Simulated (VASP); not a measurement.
# CuI2: single point with LDA

The system is CuI2.

```
Cu I
1.0
     0.00000    3.51126    3.51126
     3.51126    0.00000    3.51126
     3.51126    3.51126    0.00000
Cu I
1 2
Direct
  0.00000 0.00000 0.00000
  0.25000 0.25000 0.25000
  0.75000 0.75000 0.75000
```

The cell comes from a database or a generator and needn't be the stable form of this composition.

```yaml
Program: VASP 6.6.1
Task: single point
Functional: LDA
Potentials_or_basis: VASP PAW LDA potentials, release 64 (Cu, I)
Cutoff: 520 eV
k_mesh: 5 × 5 × 5
Occupations: gaussian, width 0.05 eV
Spin: collinear spin, ferromagnetic start
Starting_moments: "[0.6, 0.0, 0.0] μB"
Fixed_moment: 2 μB
Further_INCAR_settings: ALGO = Normal; EDIFF = 1e-06; NBANDS = 24
```

| Property | Result |
| --- | --- |
| Pressure | -1.7 GPa |
| Net moment | 2.00 μB per cell |
| Site moments | Cu +0.42; I +0.48 μB |
| Valence electrons inside the program's atomic spheres | Cu 9.75; I 4.21 |

It took 53 s on 1 thread of Intel(R) Xeon(R) 6975P-C (Granite Rapids), with other jobs on the host, peak memory 0.21 GiB.

Caveat: the moment is held away from its start; the total moment is fixed, so each spin has its own Fermi level. The run has no spin-orbit coupling, so splittings on I are missing.
